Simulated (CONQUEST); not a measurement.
**KF under changes of volume**

One of the cells (17.306 Å³/atom); the others are scaled copies at fixed shape and fractional positions:

```
K F
1.0
     3.25895    0.00000    0.00000
     0.00000    3.25895    0.00000
     0.00000    0.00000    3.25895
K F
1 1
Cartesian
  0.0000 0.0000 0.0000
  1.6295 1.6295 1.6295
```

The cell comes from a database or a generator and needn't be the stable form of this composition.

- Program: CONQUEST 1.3
- Functional: PBE
- Potentials or basis: PseudoDojo NC PBE, DZP, grid of 36 × 36 × 36 points
- k mesh: 8 × 8 × 8
- Occupations: fermi-dirac, width 0.05 eV
- Spin: no spin polarisation

```csv
volume (Å³/atom),energy over the lowest point (meV/atom),pressure (GPa),gap on the mesh (eV)
16.268,2.02,1.5,6.65
16.614,0.15,0.3,6.49
16.960,0.00,-0.3,6.34
17.306,?,?,?
17.652,4.70,-1.5,6.06
17.999,8.73,-2.3,5.93
18.345,14.44,-2.7,5.80
```

Problem. What does the run at 17.306 Å³/atom give?

Solution. Energy over the lowest point 1.74 meV/atom; pressure -1.2 GPa; gap on the mesh 6.20 eV.

Worked out: A Birch-Murnaghan fit of order 3 (a polynomial in V^(-2/3)) to the other rows has its minimum at 16.80 Å³/atom with B0 = V·E''(V) = 38 GPa and B' = 3.9. It gives 1.58 meV/atom at 17.306 Å³/atom, against the run's 1.74, and -dE/dV = -1.1 GPa, against -1.2. A straight line through the other rows of the gap, of slope -7.05 eV per unit of ln V, gives 6.21 eV, against the run's 6.20.

Energies are extrapolated to zero smearing.

Caveats: the basis of atomic orbitals isn't converged, which shifts pressures, moduli and gaps.

A mesh can miss the band edges.
